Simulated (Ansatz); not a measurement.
Here is an Ansatz 0.2.0 calculation.

Contents of input.yaml:

```yaml
crystal:
  lattice:
    - [-2.029189411, 2.029189411, 1.6607599896]
    - [2.029189411, -2.029189411, 1.6607599896]
    - [2.029189411, 2.029189411, -1.6607599896]
  atoms:
    - { symbol: Sn, position: [0.0, 0.0, 0.0] }
hamiltonian:
  xc: pbesol
  pseudopotentials: { kind: paw }
  dispersion: d3bj
kpoints:
  mp_grid: { grid: [10, 10, 10] }
scf:
  occupations: { method: fermi_dirac, width: 0.05 }
output:
  forces: true
  stress: true
  eigenvalues: true
relax:
  f_tol: 0.01
  max_steps: 40
  cell: { stress_tol: 0.05 }
```

Potentials or basis: Ansatz PAW.

Run with:

```bash
$ ansatz run input.yaml --threads 2 --pin off --max-ram 5632MiB --backend cpu --events-out ev --progress --plain --runs-dir out
```

Task: What does it give for the relaxed volume?

Result: 25.07 Å³/atom.

Task: Predict the relaxed cell.

Result: a = 3.214 Å, b = 3.214 Å, c = 3.214 Å, α = 105.07°, β = 105.07°, γ = 118.68°.

Task: Estimate the band gap on the k mesh.

Result: None (metal or under the smearing width).

Final structure:
```yaml
crystal:
  lattice:
    - [-1.95521, 1.95521, 1.63925]
    - [1.95521, -1.95521, 1.63925]
    - [1.95521, 1.95521, -1.63925]
  atoms:
    - { symbol: Sn, position: [0.00000, 0.00000, 0.00000] }
```

Caveat: pairwise dispersion overbinds metals, which lowers pressure and volume; the PAW data sets come from PBE, with cores solved anew for the run's functional, which leaves a small shift of forces and pressure.
